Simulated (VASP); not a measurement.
Ca:

```
Ca
1.0
    -2.24000    2.24000    2.24000
     2.24000   -2.24000    2.24000
     2.24000    2.24000   -2.24000
Ca
1
Cartesian
  0.0000 0.0000 0.0000
```

This isn't the form of Ca at room conditions, which is fcc.

* Program: VASP 6.6.1
* Task: relaxation of cell and atoms
* Functional: BLYP
* Potentials or basis: VASP PAW PBE potentials, release 64 (Ca_sv)
* Cutoff: 600 eV
* k mesh: 8 × 8 × 8
* Occupations: fermi-dirac, width 0.05 eV
* Spin: no spin polarisation

At the start: pressure -0.8 GPa; volume 44.96 Å³/atom.

Problem. How do energy, volume and symmetry change on relaxing?

Solution. Over 4 steps the energy falls by 7.0 meV/atom and the volume is 42.30 Å³/atom (-5.9 %); space group Im-3m (No. 229, to 0.05 Å).

The path:
```tsv
step	energy change (eV)	largest force (eV/Å)	pressure (GPa)	volume (Å³)
1	0.0000	0.0000	-0.83	44.96
2	-0.0056	0.0000	-0.39	43.47
3	-0.0070	0.0000	0.05	42.17
4	-0.0070	0.0000	0.00	42.30
```

Final structure:
```yaml
crystal:
  lattice:
    - [-2.19496, 2.19496, 2.19496]
    - [2.19496, -2.19496, 2.19496]
    - [2.19496, 2.19496, -2.19496]
  atoms:
    - { symbol: Ca, position: [0.00000, 0.00000, 0.00000] }
```

Caveat: the PAW data sets were made with another functional, which shifts forces and pressure a little.
